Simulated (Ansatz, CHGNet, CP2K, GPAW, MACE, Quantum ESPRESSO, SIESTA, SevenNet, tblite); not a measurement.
# Quantum ESPRESSO on generalised stacking fault on (110) of BePd (80 atoms): settings against a plane-wave reference

How do the settings of Quantum ESPRESSO change the result for generalised stacking fault on (110) of BePd (80 atoms)? A plane-wave run serves as the yardstick.

Program: Quantum ESPRESSO 7.5. Level of theory: the method is named at each step. Results are calculated unless marked as measured.

## Step 1: Starting point

The cell holds 80 atoms: 40 Be and 40 Pd. Its edges and angles: a = 5.626 Å, b = 7.956 Å, c = 20.002 Å, α = 90.0°, β = 83.9°, γ = 90.0°. It derives from BePd (CsCl-type). CsCl-type BePd (a = 2.813 Å), cell with z along [110], 2 x 2 x 5 periods; the third cell vector is tilted by 0.750 of [001] and lengthened by 0 Å, so the cell holds one fault; displaced by a Gaussian of 0.01 Å. Then every atom was moved at random, 0.03 Å r.m.s. a Cartesian component. The structure's axis is c.

The yardstick, on the same geometry:

| Item | Value |
| --- | --- |
| method | Kohn-Sham DFT, PBE, PAW, plane waves (Ansatz 0.2.0); cutoff 420 eV, Γ point, fermi-dirac smearing of 0.05 eV; PAW set soft_2 |
| r.m.s. force component | 0.3659 eV/Å |
| longest force | 1.65 eV/Å |
| pressure | 7.571 GPa |
| SCF cycles | 9 |
| time | 20 s on 4 threads of Arm Neoverse V1, shared host |
| CPU time | 76 s |

## Step 2: PBE, sssp-1.3.0-efficiency, 45/360 Ry

Method: Kohn-Sham DFT, PBE, SSSP efficiency 1.3.0 pseudopotentials, plane waves.

Contents of pw.in:

```
&control
  calculation = 'scf'
  pseudo_dir = './pseudo'
  outdir = './tmp'
  disk_io = 'none'
  tprnfor = .true.
  tstress = .true.
/
&system
  ibrav = 0
  nat = 80
  ntyp = 2
  ecutwfc = 45
  ecutrho = 360
  nosym = .true.
  occupations = 'smearing'
  smearing = 'fd'
  degauss = 0.003675
/
&electrons
  conv_thr = 4.0e-07
  electron_maxstep = 100
  mixing_beta = 0.2
  mixing_mode = 'local-TF'
  diagonalization = 'david'
/
ATOMIC_SPECIES
Be 9.012 Be.upf
Pd 106.420 Pd.upf
CELL_PARAMETERS angstrom
5.62600 0.00000 0.00000
0.00000 7.95637 0.00000
2.10975 0.00000 19.89091
ATOMIC_POSITIONS crystal
Be 0.61801 0.99881 0.99923
Pd 0.20993 0.99751 0.09857
Be 0.11973 0.00236 0.00127
Pd 0.72255 0.00119 0.10046
Be 0.61152 0.50175 0.99901
Pd 0.21759 0.50048 0.10107
Be 0.11893 0.50121 0.99882
Pd 0.70925 0.50743 0.10219
Be 0.95660 0.25028 0.09935
Pd 0.16978 0.25109 0.19720
Be 0.46044 0.24602 0.10015
Pd 0.67237 0.25844 0.20032
Be 0.93319 0.99733 0.19739
Pd 0.13338 0.00191 0.30077
Be 0.41231 0.00063 0.20115
Pd 0.63435 0.00085 0.29743
Be 0.95150 0.74880 0.10262
Pd 0.18565 0.74877 0.19951
Be 0.45898 0.74904 0.09826
Pd 0.67032 0.74951 0.19781
Be 0.92674 0.50470 0.19889
Pd 0.13665 0.50598 0.29980
Be 0.42057 0.49638 0.20248
Pd 0.63577 0.49878 0.29939
Be 0.89772 0.25202 0.29829
Pd 0.09782 0.25194 0.39874
Be 0.39069 0.25131 0.30078
Pd 0.59795 0.24864 0.39817
Be 0.85613 0.99635 0.39856
Pd 0.06520 0.99599 0.49854
Be 0.34642 0.99762 0.40090
Pd 0.55763 0.99874 0.50037
Be 0.87732 0.74984 0.30060
Pd 0.09147 0.75792 0.40266
Be 0.39316 0.75709 0.30125
Pd 0.60450 0.75008 0.39936
Be 0.85157 0.50225 0.40004
Pd 0.05485 0.49590 0.49859
Be 0.35249 0.49951 0.39778
Pd 0.55882 0.50342 0.49858
Be 0.81430 0.25334 0.49717
Pd 0.02354 0.24494 0.59891
Be 0.31237 0.24933 0.50023
Pd 0.52954 0.24760 0.59848
Be 0.77031 0.00528 0.60242
Pd 0.99132 0.00207 0.69829
Be 0.27838 0.00051 0.59989
Pd 0.49046 0.99997 0.69945
Be 0.80547 0.74658 0.49866
Pd 0.02400 0.75095 0.60022
Be 0.31633 0.74560 0.50145
Pd 0.51565 0.75206 0.60078
Be 0.77599 0.49950 0.59925
Pd 0.98901 0.50137 0.69898
Be 0.27561 0.49623 0.59959
Pd 0.49045 0.49926 0.70224
[... 20 atom lines left out ...]
Be 0.66666 0.75433 0.89951
Pd 0.88096 0.74413 0.00125
Be 0.16226 0.75629 0.90068
Pd 0.37437 0.74524 0.00034
K_POINTS gamma
```

Launch:

```
$ OMP_NUM_THREADS=1 mpirun -np 4 pw.x -in pw.in > output.txt
```

What it wrote:

```text
Program PWSCF
     gamma-point specific algorithms are used
     one sub-group per band group will be used
     scalapack distributed-memory algorithm (size of sub-group:  2*  2 procs)
     Parallelization info
     sticks:   dense  smooth     PW     G-vecs:    dense   smooth      PW
     Min        1146     572    141               173252    61244    7651
     Max        1148     574    146               173272    61258    7658
     Sum        4587    2293    571               693035   245009   30615
     bravais-lattice index     =            0
     lattice parameter (alat)  =      10.6316  a.u.
     unit-cell volume          =    6008.4984 (a.u.)^3
     number of atoms/cell      =           80
     number of atomic types    =            2
     number of electrons       =       880.00
     number of Kohn-Sham states=          528
     kinetic-energy cutoff     =      45.0000  Ry
     charge density cutoff     =     360.0000  Ry
     scf convergence threshold =      4.0E-07
     mixing beta               =       0.2000
     number of iterations used =            8  local-TF  mixing
     Exchange-correlation= PBE
                           (   1   4   3   4   0   0   0)
     crystal axes: (cart. coord. in units of alat)
               a(1) = (   1.000000   0.000000   0.000000 )
               a(2) = (   0.000000   1.414214   0.000000 )
               a(3) = (   0.375000   0.000000   3.535533 )
     reciprocal axes: (cart. coord. in units 2 pi/alat)
               b(1) = (  1.000000  0.000000 -0.106066 )
               b(2) = (  0.000000  0.707106  0.000000 )
               b(3) = (  0.000000  0.000000  0.282843 )
     PseudoPot. # 1 for Be:
     Pseudo is Ultrasoft, Zval =  4.0
     PseudoPot. # 2 for Pd:
     Pseudo is Norm-conserving, Zval = 18.0
     atomic species   valence    mass     pseudopotential
     Be                4.00     9.01200     Be( 1.00)
     Pd               18.00   106.42000     Pd( 1.00)
     No symmetry found
   Cartesian axes
     number of k points=     1  Fermi-Dirac smearing, width (Ry)=  0.0037
                       cart. coord. in units 2pi/alat
        k(    1) = (   0.0000000   0.0000000   0.0000000), wk =   2.0000000
     Dense  grid:   346518 G-vectors     FFT dimensions: (  72,  96, 240)
     Smooth grid:   122505 G-vectors     FFT dimensions: (  45,  72, 162)
     Initial potential from superposition of free atoms
     starting charge     879.9797, renormalised to     880.0000
     Starting wfcs are  600 randomized atomic wfcs
     Self-consistent Calculation
     iteration #  1     ecut=    45.00 Ry     beta= 0.20
     Threshold (ethr) on eigenvalues was too large:
     Diagonalizing with lowered threshold
     total energy              =  -11259.67418099 Ry
     estimated scf accuracy    <       0.43619702 Ry
     iteration #  2     ecut=    45.00 Ry     beta= 0.20
     total energy              =  -11259.58396555 Ry
     estimated scf accuracy    <       0.29320448 Ry
     iteration #  3     ecut=    45.00 Ry     beta= 0.20
     total energy              =  -11259.60518347 Ry
     estimated scf accuracy    <       0.03762835 Ry
     iteration #  4     ecut=    45.00 Ry     beta= 0.20
     total energy              =  -11259.60597735 Ry
     estimated scf accuracy    <       0.00478113 Ry
     iteration #  5     ecut=    45.00 Ry     beta= 0.20
     total energy              =  -11259.60587251 Ry
     estimated scf accuracy    <       0.00089079 Ry
     iteration #  6     ecut=    45.00 Ry     beta= 0.20
     total energy              =  -11259.60598243 Ry
     estimated scf accuracy    <       0.00017544 Ry
     iteration #  7     ecut=    45.00 Ry     beta= 0.20
     total energy              =  -11259.60595166 Ry
     estimated scf accuracy    <       0.00009665 Ry
     iteration #  8     ecut=    45.00 Ry     beta= 0.20
     total energy              =  -11259.60596318 Ry
     estimated scf accuracy    <       0.00000617 Ry
     iteration #  9     ecut=    45.00 Ry     beta= 0.20
     total energy              =  -11259.60596331 Ry
     estimated scf accuracy    <       0.00000513 Ry
     iteration # 10     ecut=    45.00 Ry     beta= 0.20
     End of self-consistent calculation
          k = 0.0000 0.0000 0.0000 ( 15308 PWs)   bands (ev):
   -83.1242 -83.1167 -83.1088 -83.0614 -83.0525 -82.9949 -82.9933 -82.9640
   -82.9211 -82.9014 -82.9006 -82.8984 -82.8902 -82.8826 -82.8759 -82.8752
   -82.8700 -82.8611 -82.8524 -82.8520 -82.8480 -82.8424 -82.8418 -82.8400
   -82.8390 -82.8378 -82.8365 -82.8276 -82.8222 -82.8201 -82.8147 -82.8146
   -82.7986 -82.7884 -82.7834 -82.7796 -82.7756 -82.7716 -82.7696 -82.7570
   -68.4281 -68.4114 -68.3830 -68.3585 -68.3356 -68.3349 -68.3327 -68.3300
   -68.3257 -68.3219 -68.3180 -68.3161 -68.3155 -68.3072 -68.3007 -68.2948
   -68.2935 -68.2921 -68.2840 -68.2808 -68.2804 -68.2794 -68.2713 -68.2700
   -68.2681 -68.2637 -68.2589 -68.2571 -68.2533 -68.2527 -68.2451 -68.2446
   -68.2355 -68.2289 -68.2250 -68.2243 -68.2203 -68.2180 -68.2149 -68.1985
   -34.2975 -34.2827 -34.2255 -34.2130 -34.1970 -34.1850 -34.1801 -34.1658
   -34.1599 -34.1580 -34.1533 -34.1435 -34.1418 -34.1414 -34.1361 -34.1332
[...]
22.7206  22.7629  22.7788  22.8053  22.8200  22.8714  22.9615  22.9842
    23.0002  23.0106  23.0399  23.0849  23.2095  23.2573  23.3002  23.3126
    23.3532  23.3724  23.3854  23.4231  23.4517  23.4871  23.5137  23.6623
    23.6945  23.8956  23.9793  24.0215  24.0626  24.0751  24.1421  24.1748
    24.2324  24.2594  24.2850  24.3194  24.3731  24.3873  24.4817  24.5028
     the Fermi energy is    17.0485 ev
!    total energy              =  -11259.60596389 Ry
     estimated scf accuracy    <       0.00000024 Ry
     smearing contrib. (-TS)   =      -0.02798532 Ry
     internal energy E=F+TS    =  -11259.57797858 Ry
     The total energy is F=E-TS. E is the sum of the following terms:
     one-electron contribution =   -4414.01196854 Ry
     hartree contribution      =    2472.86192133 Ry
     xc contribution           =   -1197.63480435 Ry
     ewald contribution        =   -8120.79312702 Ry
     convergence has been achieved in  10 iterations
     Forces acting on atoms (cartesian axes, Ry/au):
     atom    1 type  1   force =    -0.00999719   -0.00258050   -0.03025288
     atom    2 type  2   force =     0.02123717   -0.00457645    0.01094607
     atom    3 type  1   force =    -0.02810050   -0.00627887   -0.05568411
     atom    4 type  2   force =    -0.03692154    0.00799191   -0.00288808
     atom    5 type  1   force =    -0.00138555   -0.00891808   -0.02617924
     atom    6 type  2   force =    -0.02242717   -0.01501347   -0.02856867
     atom    7 type  1   force =    -0.00964864   -0.00992545   -0.03003471
     atom    8 type  2   force =    -0.00069368   -0.02138452   -0.02749711
     atom    9 type  1   force =     0.01852246    0.00345000    0.03993535
     atom   10 type  2   force =     0.00911527   -0.01482004    0.00695771
     atom   11 type  1   force =     0.02036542    0.00680045    0.03197139
     atom   12 type  2   force =    -0.00274264   -0.01895523   -0.00423460
[...]
atom   76 type  2   force =     0.00890081    0.00827905    0.01390700
     atom   77 type  1   force =    -0.00663740   -0.00874892   -0.00618284
     atom   78 type  2   force =    -0.01483083    0.01517399   -0.01106607
     atom   79 type  1   force =    -0.00757587   -0.01725650   -0.01516255
     atom   80 type  2   force =     0.01173520    0.01066788   -0.02347113
     Total force =     0.221530     Total SCF correction =     0.002641
     Computing stress (Cartesian axis) and pressure
          total   stress  (Ry/bohr**3)                   (kbar)     P=       71.47
   0.00110895  -0.00000369   0.00009708          163.13       -0.54       14.28
  -0.00000369   0.00001259   0.00001526           -0.54        1.85        2.25
   0.00009708   0.00001526   0.00033592           14.28        2.25       49.42
     Message from routine punch:
     Nothing written, as per user request (disk_io='none')
```

Wall time 2.4 min (4 MPI ranks of Arm Neoverse V1, shared host); peak memory 2.2 GiB.

Banners, paths, timers and routine set-up lines are dropped from the logs unmarked, and long logs keep their key lines alone; longer cuts are marked.

Numbers from this run, and their distance from the reference:

| Property | Result |
| --- | --- |
| r.m.s. force component | 0.3677 eV/Å |
| r.m.s. difference of force components | 3.251 meV/Å |
| longest difference of force vectors | 14.48 meV/Å |
| force difference over r.m.s. force | 0.8886 % |
| slope of forces against the reference's | 1.005 |
| correlation of force components | 1 |
| pressure | 7.147 GPa |
| pressure difference | -0.4244 GPa |

Length of the force difference by element (eV/Å):

```
element  atoms    mean   most
     Be     40  0.0033  0.007
     Pd     40  0.0063  0.015
```

A closer look about Be43, picked at random: 15 atoms, nearest first, numbered in the order of the input, with positions taken from that point.

```
atom      x      y      z  distance (Å)  bonds     Fx     Fy  Fz (eV/Å)
Be43   0.00   0.00   0.00          0.00     14  -0.02   0.01      -0.17
Pd42  -1.42  -0.03   1.96          2.42     14   0.25   0.33       0.03
Pd44   1.43  -0.01   1.95          2.42     14  -0.33   0.48       0.22
Pd32   1.38  -1.99   0.00          2.42     14   0.43   0.20      -0.10
Pd38  -1.45   1.96  -0.03          2.44     14   0.41   0.12       0.26
Pd40   1.38   2.02  -0.03          2.45     14  -0.06  -0.13       0.24
Pd30  -1.39  -2.02  -0.03          2.45     14  -0.25   0.37       0.53
Pd28   1.39  -0.01  -2.03          2.46     14   0.09  -0.19       0.18
Pd26  -1.42   0.02  -2.02          2.47     14  -0.02  -0.02       0.06
Be55   0.00   1.96   1.98          2.79     14  -0.05   0.11      -0.03
Be47   0.02  -1.98   1.98          2.80     14  -0.14  -0.02       0.01
Be41  -2.81   0.03  -0.06          2.81     14  -0.10  -0.18       0.10
Be31  -0.02  -2.00  -1.98          2.81     14   0.11   0.16      -0.21
Be41   2.82   0.03  -0.06          2.82     14  -0.10  -0.18       0.10
Be39   0.01   1.99  -2.04          2.85     14  -0.17   0.13       0.23
```

Forces lie 0.89 % from the reference's, at 7.4 times its CPU time.

## Step 3: PBE, sssp-1.3.0-efficiency, 25/200 Ry

Method: Kohn-Sham DFT, PBE, SSSP efficiency 1.3.0 pseudopotentials, plane waves.

Edit pw.in of step 2 so:

```diff
@@ -12,4 +12,4 @@
   ntyp = 2
-  ecutwfc = 45
-  ecutrho = 360
+  ecutwfc = 25
+  ecutrho = 200
   nosym = .true.
```

Launch:

```
$ OMP_NUM_THREADS=1 mpirun -np 2 pw.x -in pw.in > output.txt
```

What it wrote:

```text
[banner, memory and clock lines left out]
Program PWSCF
     gamma-point specific algorithms are used
     bravais-lattice index     =            0
     lattice parameter (alat)  =      10.6316  a.u.
     unit-cell volume          =    6008.4984 (a.u.)^3
[... lines left out ...]
     number of k points=     1  Fermi-Dirac smearing, width (Ry)=  0.0037
[... lines left out ...]
     total energy              =  -11229.02383369 Ry
[... lines left out ...]
     total energy              =  -11227.04921161 Ry
[... lines left out ...]
     total energy              =  -11227.80533671 Ry
[... lines left out ...]
     total energy              =  -11227.74757295 Ry
[... lines left out ...]
     total energy              =  -11227.74758472 Ry
[... lines left out ...]
     the Fermi energy is    17.1518 ev
!    total energy              =  -11227.74760547 Ry
     estimated scf accuracy    <       0.00000006 Ry
     smearing contrib. (-TS)   =      -0.03095924 Ry
     internal energy E=F+TS    =  -11227.71664623 Ry
     The total energy is F=E-TS. E is the sum of the following terms:
     one-electron contribution =   -4309.33002138 Ry
     hartree contribution      =    2390.16196497 Ry
     xc contribution           =   -1187.75546280 Ry
     ewald contribution        =   -8120.79312702 Ry
     convergence has been achieved in  13 iterations
     Forces acting on atoms (cartesian axes, Ry/au):
     atom    1 type  1   force =    -0.01087365   -0.00251622   -0.03500022
     atom    2 type  2   force =     0.00857904    0.00006137    0.02870130
     atom    3 type  1   force =    -0.02874576   -0.00680388   -0.05555519
[...]
atom   79 type  1   force =    -0.00806823   -0.01970583   -0.01537871
     atom   80 type  2   force =     0.01617727    0.01893247   -0.03621849
     Total force =     0.237574     Total SCF correction =     0.001040
     Computing stress (Cartesian axis) and pressure
          total   stress  (Ry/bohr**3)                   (kbar)     P=    -3225.37
  -0.02089490  -0.00000397   0.00011045        -3073.75       -0.58       16.25
  -0.00000397  -0.02261413   0.00001697           -0.58    -3326.65        2.50
   0.00011045   0.00001697  -0.02226777           16.25        2.50    -3275.70
     Message from routine punch:
     Nothing written, as per user request (disk_io='none')
```

The job ended after 2.2 min (2 MPI ranks; peak memory 0.81 GiB; 4.5 min of CPU time).

Compared with the plane-wave run:

| Quantity | Value |
| --- | --- |
| r.m.s. force component | 0.3943 eV/Å |
| r.m.s. difference of force components | 116.5 meV/Å |
| longest difference of force vectors | 604.9 meV/Å |
| force difference over r.m.s. force | 31.85 % |
| slope of forces against the reference's | 1.03 |
| correlation of force components | 0.9557 |
| pressure | -322.5 GPa |
| pressure difference | -330.1 GPa |
| energy less the same-level run's | 5418 meV/atom |
| r.m.s. force difference from the same-level run | 115.3 meV/Å |

This is a coarse setting, run to see what it loses.

Against the first run (0.89 %), the force difference from the reference is 32 %, at 0.47 times the CPU time (on 2 against 4 cores): the cutoff matters here.

The difference per atom is largest on Pd (0.24 eV/Å on average, against 0.056 on Be).

## Step 4: Side by side

Differences are against the plane-wave reference, forces as r.m.s. over components; share is that over the reference's r.m.s. force, slope the least-squares factor from reference forces to these. Total energies of different programs have different zeros and aren't compared.

```
                                              run  Δ force, r.m.s. (meV/Å)  share (%)  slope  Δ pressure (GPa)  cores  CPU time  memory (GiB)
                                        reference                        -          -      -                 -      4      76 s           1.4
         QE PBE, sssp-1.3.0-efficiency, 45/360 Ry                     3.25      0.889  1.005            -0.424      4   9.4 min           2.2
QE PBE, sssp-1.3.0-efficiency, 25/200 Ry (coarse)                      117       31.9  1.030              -330      2   4.5 min          0.81
```

Rows marked coarse were listed beforehand as settings not expected to be converged; some can still land near the reference.

CPU time is summed over cores on a shared host, where runs went side by side, so it is rough. Symmetry, cutoffs, thresholds, outputs and thread counts weren't matched or tuned between programs; memory under MPI is the largest rank's times the ranks.

Within one program, basis, potentials and functional, energies share a zero. Each run against its twin at the usual cutoff or grid and solver:

```
                                     run                              twin  Δ energy (meV/atom)  Δ force, r.m.s. (meV/Å)         CPU time over the twin's
QE PBE, sssp-1.3.0-efficiency, 25/200 Ry  sssp-1.3.0-efficiency, 45/360 Ry                 5418                      115  0.47 (this twin ran on 4 cores)
```

## Step 5: Outcome

```
nearest in forces : QE PBE, sssp-1.3.0-efficiency, 45/360 Ry, 0.89 %
its CPU time      : 9.4 min
```

What this shows: PBE on plane waves or a grid with other potentials, cutoffs or grids, coarse settings apart, differs from the reference by 0.89 % (QE PBE, sssp-1.3.0-efficiency, 45/360 Ry) of the r.m.s. force; this holds the reference's own error, so differences of a few per cent don't tell which side is nearer the exact PBE result (QE's 45 Ry are 612 eV, against the reference's 420 eV). Runs with settings chosen to be coarse differ by 32 % (QE PBE, sssp-1.3.0-efficiency, 25/200 Ry), their programs' other errors included. None of the electronic-structure runs in the table takes under half the reference's CPU time of 76 s; they take 3.5 to 7.4 times as much. In pressure, QE PBE, sssp-1.3.0-efficiency, 25/200 Ry misses by -330.1 GPa, at the same functional; a cutoff this low leaves a large Pulay stress. The potentials hold different valence shells: 800 electrons in the reference, 880 in Quantum ESPRESSO with SSSP; this bears on time and differences. The cell is under 6 Å thick along one periodic direction, so every atom has periodic images of itself close by, which move with it and show among its neighbours and in g(r). The reference's stress is far from hydrostatic: its diagonal is 16.7, 0.6, 5.4 GPa, compression counted positive. The host structure and its lattice constant were typed by rule, without a check against the phase diagram. The reference's pressure of 7.6 GPa says that the cell would expand at this level of theory. The electronic-structure runs sample only Γ, in a cell whose shortest periodic width is 6 Å, which is coarse for a cell with partly filled levels.

[Also dropped from logs without a mark: logging warnings of Python, and SIESTA's first energy breakdown and zero terms.]

[Logs are printed without paths, hosts, clocks, repeated set-up lines and the standing remarks that a program may print on its own settings, such as how far it seeks lower states.]

[Hosts, paths, dates, database ids (printed as entryN), source tags and the programs' standing remarks are cut or masked in the printed files.]
